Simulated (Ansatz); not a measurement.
Calculated with Ansatz (gas phase, PBE0-D4/def2-TZVP geometries, no zero-point term in ΔE). CBS: MP2 limit from def2 TZ/QZ plus the TZ coupled-cluster correction, frozen cores. Double bonds are as drawn, so ΔE can hold a change between cis and trans. DFT in def2-TZVPP. One conformer a species, not always the lowest.

Reaction (ligand exchange at the Al–C bond): `F/C=[C](\F)[AlH2]` + `CC(C)(C)O` → `CC(C)(C)[O][AlH2]` + `F/C=C/F`

```tsv
level	ΔE (eV)
r2SCAN0-D4	-1.18
r2SCAN0	-1.17
```

(1) What does CCSD(T)/CBS give? (An estimate is asked.)

Largest T1 diagnostic among the species: 0.013.

Results:

(1) Computed: -1.19 eV. The listed levels differ from it by 0.01, 0.02 eV.

From BLYP to BHLYP (50 % exact exchange), in def2-TZVPP and without D4, ΔE moves by −0.09 eV. The D4 term adds −0.05 eV with B3LYP and −0.03 eV with PBE0; it sums over pairs of atoms, weighted by their polarisabilities, and B3LYP, whose exchange is more repulsive, gets the larger term. Leaving LDA and LC-ωPBE aside and taking each functional with its dispersion term where it has one, the values, not all of them listed here, spread over 0.19 eV, from BHLYP-D4 to revPBE-D4. LDA lies −0.06 eV from PBE without D4.

B3LYP here is the variant with VWN-RPA as its local correlation; programs differ in this.

CCSD(T)/CBS has its own doubt, a few kJ/mol and more with outer-core shells, so smaller differences from it don't rank the levels.
